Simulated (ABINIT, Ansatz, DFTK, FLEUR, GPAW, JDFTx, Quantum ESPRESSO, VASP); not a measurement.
One calculation of WS2, 9 ways

```
W S
1.0
     3.18000    0.00000    0.00000
    -1.59000    2.75396    0.00000
     0.00000    0.00000   12.50000
W S
2 4
Cartesian
  1.5900 0.9180 9.3750
  0.0000 1.8360 3.1250
  1.5900 0.9180 4.6875
  0.0000 1.8360 10.9375
  1.5900 0.9180 1.5625
  0.0000 1.8360 7.8125
```

Alike in all runs: task single point; functional PBE; k mesh 10 × 10 × 3; occupations fermi-dirac, width 0.05 eV; no spin polarisation; no spin-orbit coupling. Pressure is positive in compression and, in plane waves, holds the error of the finite cutoff, which Ansatz's Pulay term estimates and takes out.

```tsv
program and potentials	plane-wave cutoff (eV)	notes	pressure (GPa)	largest force (eV/Å)
FLEUR, all-electron, FLAPW	-	-	-	0.147
JDFTx, PseudoDojo-SR-PBE-0.5-standard	1007	-	2.27	0.137
DFTK, PseudoDojo SR PBE 0.4.1 standard (PBE)	1007	-	2.26	0.134
GPAW, GPAW PAW data sets (gpaw-data 1.2.1)	600	-	2.28	0.146
ABINIT, JTH PAW PBE v2.0	544	-	2.31	0.148
Quantum ESPRESSO, SSSP 1.3 efficiency PBE	748	-	2.45	0.160
Ansatz, all-electron LAPW, scalar-relativistic	-	-	2.33	0.133
Ansatz, Ansatz PAW (earlier soft set)	420	Pulay term of +0.05 GPa included	2.29	0.130
VASP, PBE PAW files S, W_sv, 520 eV	520	-	2.24	0.132
```

Force on atom 3 (S), eV/Å:

| program and potentials | x | y | z |
| --- | --- | --- | --- |
| FLEUR, all-electron, FLAPW | 0.000 | 0.000 | 0.147 |
| JDFTx, PseudoDojo-SR-PBE-0.5-standard | 0.000 | 0.000 | 0.137 |
| DFTK, PseudoDojo SR PBE 0.4.1 standard (PBE) | 0.000 | 0.000 | 0.134 |
| GPAW, GPAW PAW data sets (gpaw-data 1.2.1) | 0.000 | 0.000 | 0.146 |
| ABINIT, JTH PAW PBE v2.0 | 0.000 | 0.000 | 0.148 |
| Quantum ESPRESSO, SSSP 1.3 efficiency PBE | 0.000 | 0.000 | 0.160 |
| Ansatz, all-electron LAPW, scalar-relativistic | 0.000 | 0.000 | 0.133 |
| Ansatz, Ansatz PAW (earlier soft set) | 0.000 | 0.000 | 0.130 |
| VASP, PBE PAW files S, W_sv, 520 eV | 0.000 | 0.000 | 0.132 |

The pressure spans 2.24 (VASP, PBE PAW files S, W_sv, 520 eV) to 2.45 GPa (Quantum ESPRESSO, SSSP 1.3 efficiency PBE), with all-electron results at 2.33.

Differences between rows come from potentials, basis sets and numerical settings, since the functional is the same but for its coding. Runs on potential files found faulty are left out.
